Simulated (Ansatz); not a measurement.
Ribbons are cut from the relaxed Ge monolayer (P-3m1, bond 2.43 Å, gap on the mesh 0.00 eV); N counts dimer lines (armchair) or zigzag chains, and the edge energy is per length, the mean of both edges over the sheet. Caps count from half an H2 molecule.

The calculation used DFT PBE, scalar-relativistic, plane waves, PAW in Ansatz 0.2.0.

Cutoff 420 eV, Gaussian smearing of 0.05 eV, energies at zero smearing, symmetry of each start kept, no spin polarisation.

```json
{"start": "armchair, N = 4 with H caps", "atoms": "12", "k mesh": "1×1×8", "edge energy (eV/Å)": "0.120", "period (Å)": "7.000", "gap on the mesh (eV)": "0.87", "highest filled level or Fermi level under vacuum (eV)": "4.90"}
{"start": "armchair, N = 6 with H caps", "atoms": "16", "k mesh": "1×1×8", "edge energy (eV/Å)": "0.120", "period (Å)": "7.008", "gap on the mesh (eV)": "0.46", "highest filled level or Fermi level under vacuum (eV)": "4.73"}
{"start": "armchair, N = 7 with H caps", "atoms": "18", "k mesh": "1×1×8", "edge energy (eV/Å)": "0.121", "period (Å)": "7.002", "gap on the mesh (eV)": "0.52", "highest filled level or Fermi level under vacuum (eV)": "4.74"}
```

Cost: 3 runs of about 37 core-minutes in all, on Arm Neoverse N1 (shared hosts).